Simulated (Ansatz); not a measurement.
A run of Ansatz 0.2.0 is set up as follows.

File input.yaml:

```yaml
crystal:
  lattice:
    - [0.0, 2.77, 2.77]
    - [2.77, 0.0, 2.77]
    - [2.77, 2.77, 0.0]
  atoms:
    - { symbol: Te, position: [0.75, 0.75, 0.75] }
    - { symbol: Be, position: [0.0, 0.0, 0.0] }
kpoints:
  mp_grid: { grid: [8, 8, 8] }
scf:
  occupations: { method: fermi_dirac, width: 0.05 }
hamiltonian:
  xc: pbesol
  dispersion: d3bj
  pseudopotentials: { kind: all_electron, lapw: { basis_error: 0.001 } }
output:
  forces: true
  stress: true
relax:
  f_tol: 0.02
  max_steps: 60
  cell: {}
```

Potentials or basis: all-electron LAPW, scalar-relativistic.

The run is started by

```sh
$ ansatz run input.yaml --threads 1 --pin off --max-ram 3072MiB --backend cpu --events-out ev --progress --plain --runs-dir out
```

Q: What does it give for the space group after relaxing (to 0.05 Å)?

A: F-43m (No. 216).

Q: What does it give for the relaxed volume?

A: 21.19 Å³/atom.

Final structure:
```cif
data_structure
_symmetry_space_group_name_H-M 'P 1'
_symmetry_Int_Tables_number 1
_cell_length_a 3.9135
_cell_length_b 3.9135
_cell_length_c 3.9135
_cell_angle_alpha 60.000
_cell_angle_beta 60.000
_cell_angle_gamma 60.000
_cell_volume 42.38
loop_
_atom_site_label
_atom_site_type_symbol
_atom_site_fract_x
_atom_site_fract_y
_atom_site_fract_z
_atom_site_occupancy
Te1 Te 0.75000 0.75000 0.75000 1
Be1 Be 0.00000 0.00000 0.00000 1
```
